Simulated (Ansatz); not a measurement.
This geometry of a periodic cell of 63 atoms, Si (host Si, host structure diamond, one Si atom removed) is a first-order saddle point.

All numbers below come from DFT PBEsol, scalar-relativistic, plane waves, PAW (Ansatz 0.2.0). Settings: PAW set soft_1, cutoff 420 eV, k mesh 1x1x1, fermi-dirac smearing 0.02 eV, no spin polarisation.

```xyz
63
Lattice="10.8600 0.0000 0.0000 0.0000 10.8600 0.0000 0.0000 0.0000 10.8600" Properties=species:S:1:pos:R:3
Si 5.321 -0.107 0.045
Si 6.759 1.327 1.354
Si 8.157 2.732 0.001
Si 9.590 4.160 1.312
Si 8.148 0.015 2.729
Si 9.518 1.396 4.059
Si -0.009 -0.001 0.000
Si 1.359 1.354 1.358
Si 2.712 2.714 0.004
Si 4.079 4.071 1.359
Si 5.429 5.420 0.001
Si 6.785 6.787 1.359
Si 8.141 8.143 0.004
Si 9.504 9.506 1.358
Si 2.717 0.002 2.728
Si 4.087 1.362 4.088
Si 5.443 2.713 2.730
Si 6.823 4.088 4.059
Si 8.189 5.455 2.691
Si 9.605 6.835 3.969
Si 5.414 -0.014 5.468
Si 6.786 1.354 6.791
Si 8.145 2.718 5.430
Si 9.518 4.087 6.751
Si 8.110 -0.014 8.161
Si 9.490 1.359 9.489
Si 0.170 5.601 -0.012
Si 2.102 7.518 0.660
Si 3.882 9.310 1.392
Si 0.027 2.760 2.689
Si 1.405 4.185 3.960
Si 2.742 5.635 2.514
Si 4.081 6.789 4.077
Si 5.434 8.146 2.729
Si 6.792 9.521 4.085
Si -0.020 0.009 5.433
Si 1.358 1.337 6.804
Si 2.708 2.746 5.401
Si 4.080 4.058 6.792
Si 5.438 5.410 5.434
Si 6.766 6.786 6.807
Si 8.168 8.144 5.406
Si 9.490 9.510 6.793
Si 2.669 -0.094 8.239
Si 4.045 1.313 9.528
Si 5.414 2.678 8.160
Si 6.788 4.062 9.484
Si 8.147 5.418 8.131
Si 9.502 6.787 9.501
Si 0.194 8.165 2.524
Si 1.359 9.510 4.074
Si 0.025 5.456 5.383
Si 1.358 6.787 6.790
Si 2.712 8.143 5.433
Si 4.047 9.477 6.833
Si -0.014 2.714 8.131
Si 1.355 4.072 9.499
Si 2.713 5.425 8.152
Si 3.890 6.767 9.689
Si 5.332 8.100 8.242
Si 6.742 9.478 9.527
Si -0.005 8.144 8.151
Si 1.340 9.322 9.686
```

Task: Which two structures does it join? (They come from a converged band through this point; their orientation in space is the band's.)

Result: Contacts lost: Si27–Si28, Si28–Si32, Si28–Si50. Contacts made: Si28–Si29, Si28–Si59, Si28–Si63. The atom that moves furthest is Si28, by 2.22 Å.

Image 0:

```xyz
63
Lattice="10.8600 0.0000 0.0000 0.0000 10.8600 0.0000 0.0000 0.0000 10.8600" Properties=species:S:1:pos:R:3
Si 5.407 -0.016 -0.018
Si 6.781 1.346 1.363
Si 8.144 2.718 0.006
Si 9.515 4.083 1.362
Si 8.149 -0.004 2.714
Si 9.498 1.363 4.076
Si 0.022 -0.024 0.006
Si 1.360 1.355 1.352
Si 2.711 2.717 0.002
Si 4.070 4.069 1.354
Si 5.403 5.455 0.013
Si 6.790 6.787 1.356
Si 8.141 8.146 0.003
Si 9.504 9.497 1.351
Si 2.707 -0.019 2.695
Si 4.075 1.356 4.067
Si 5.428 2.712 2.714
Si 6.790 4.072 4.073
Si 8.153 5.434 2.716
Si 9.511 6.791 4.065
Si 5.426 0.000 5.424
Si 6.789 1.356 6.787
Si 8.141 2.717 5.432
Si 9.502 4.071 6.784
Si 8.153 0.001 8.149
Si 9.510 1.354 9.502
Si 0.020 5.455 -0.014
Si 1.407 6.825 1.314
Si 4.047 9.472 1.326
Si 0.001 2.714 2.713
Si 1.353 4.080 4.062
Si 2.732 5.450 2.697
Si 4.066 6.794 4.078
Si 5.408 8.129 2.697
Si 6.781 9.506 4.063
Si 0.001 0.000 5.427
Si 1.353 1.347 6.797
Si 2.710 2.719 5.434
Si 4.080 4.084 6.797
Si 5.427 5.436 5.430
Si 6.779 6.782 6.800
Si 8.144 8.149 5.434
Si 9.515 9.508 6.795
Si 2.730 -0.019 8.167
Si 4.064 1.365 9.508
Si 5.426 2.716 8.149
Si 6.779 4.082 9.498
Si 8.147 5.434 8.151
Si 9.498 6.796 9.510
Si 0.025 8.155 2.689
Si 1.362 9.499 4.070
Si 0.000 5.434 5.424
Si 1.359 6.789 6.786
Si 2.711 8.147 5.431
Si 4.069 9.501 6.782
Si 0.000 2.713 8.147
Si 1.360 4.072 9.505
Si 2.705 5.457 8.171
Si 4.033 6.830 9.542
Si 5.403 8.162 8.170
Si 6.791 9.502 9.505
Si 0.020 8.132 8.169
Si 1.403 9.458 9.541
```

Image 6:

```xyz
63
Lattice="10.8600 0.0000 0.0000 0.0000 10.8600 0.0000 0.0000 0.0000 10.8600" Properties=species:S:1:pos:R:3
Si 5.421 -0.009 -0.004
Si 6.787 1.357 1.357
Si 8.154 2.724 -0.004
Si 9.524 4.094 1.371
Si 8.154 -0.009 2.719
Si 9.505 1.355 4.070
Si 0.004 0.003 0.004
Si 1.357 1.357 1.357
Si 2.711 2.712 0.004
Si 4.051 4.094 1.344
Si 5.433 5.434 0.004
Si 6.787 6.787 1.357
Si 8.142 8.141 0.004
Si 9.524 9.481 1.344
Si 2.711 0.003 2.711
Si 4.070 1.360 4.070
Si 5.421 2.724 2.719
Si 6.785 4.075 4.070
Si 8.142 5.434 2.711
Si 9.524 6.774 4.051
Si 5.432 0.002 5.432
Si 6.787 1.357 6.787
Si 8.143 2.713 5.432
Si 9.505 4.075 6.790
Si 8.143 0.002 8.143
Si 9.505 1.360 9.505
Si 0.032 5.462 0.032
Si 2.683 8.113 0.032
Si 4.051 9.481 1.371
Si 0.004 2.712 2.711
Si 1.344 4.094 4.051
Si 2.683 5.462 2.683
Si 4.051 6.801 4.051
Si 5.433 8.141 2.711
Si 6.790 9.500 4.070
Si -0.004 -0.009 5.421
Si 1.357 1.357 6.787
Si 2.719 2.724 5.421
Si 4.070 4.075 6.785
Si 5.421 5.426 5.421
Si 6.787 6.787 6.787
Si 8.154 8.149 5.421
Si 9.505 9.500 6.785
Si 2.719 -0.009 8.154
Si 4.070 1.355 9.505
Si 5.432 2.713 8.143
Si 6.790 4.075 9.505
Si 8.154 5.426 8.154
Si 9.524 6.801 9.524
Si 0.032 8.113 2.683
Si 1.371 9.481 4.051
Si 0.004 5.434 5.433
Si 1.357 6.787 6.787
Si 2.711 8.141 5.433
Si 4.070 9.500 6.790
Si -0.004 2.724 8.154
Si 1.371 4.094 9.524
Si 2.711 5.434 8.142
Si 4.051 6.774 9.524
Si 5.421 8.149 8.154
Si 6.785 9.500 9.505
Si 0.004 8.141 8.142
Si 1.344 9.481 9.524
```

Task: How far does it lie above each of them?

Result: 0.167 eV above the first and 0.167 eV above the second. This is the barrier of this one path; another mechanism may lie lower. Limits of this set-up: coarse k mesh, PAW files made for another functional.

Run time: 14 min on 4 threads of Intel(R) Xeon(R) Processor @ 2.50GHz (Skylake/Cascade Lake), on a shared host, peak memory 3.7 GiB.
